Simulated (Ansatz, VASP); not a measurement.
Two plane-wave programs on Cd4Se

```xyz
5
Lattice="-3.2902 3.2902 3.2902 3.2902 -3.2902 3.2902 3.2902 3.2902 -3.2902" Properties=species:S:1:pos:R:3 pbc="T T T"
Cd    1.6451    1.6451   -1.6451
Cd    1.6451   -1.6451    1.6451
Cd   -1.6451    1.6451    1.6451
Cd    1.6451    1.6451    1.6451
Se    0.0000    0.0000    0.0000
```

Change from the starting cell: species swapped into the MnGa4 type (Im-3m, No. 229).

Alike in both runs: task relaxation of cell and atoms; functional PBE; k mesh 8 × 8 × 8; occupations gaussian, width 0.1 eV; no spin polarisation.

|  | VASP | Ansatz |
| --- | --- | --- |
| version | VASP 6.6.1 | Ansatz 0.2.0 |
| potentials or method | VASP PAW PBE potentials, release 64 (Cd, Se) | scalar-relativistic, plane waves, PAW |
| plane-wave cutoff (eV) | 600 | 420 |
| valence electrons in the cell | 54 | 96 |

Ansatz gave:

| Property | Result |
| --- | --- |
| gap on the k mesh at the Fermi level, each at its own relaxed structure (eV) | none |
| relaxed volume (Å³/atom) | 29.02 |
| relaxed cell length with the largest relative difference (Å) | 5.733 |
| energy change over the relaxation (meV/atom) | -1 |

Question: Estimate VASP's values.

Answer: gap on the k mesh at the Fermi level, each at its own relaxed structure (eV): none; relaxed volume (Å³/atom): 29.14; relaxed cell length with the largest relative difference (Å): 5.741; energy change over the relaxation (meV/atom): -1.

A gap of «none» marks a metal or a gap that the smearing closes. The two sets of potentials don't hold the same shells in valence.
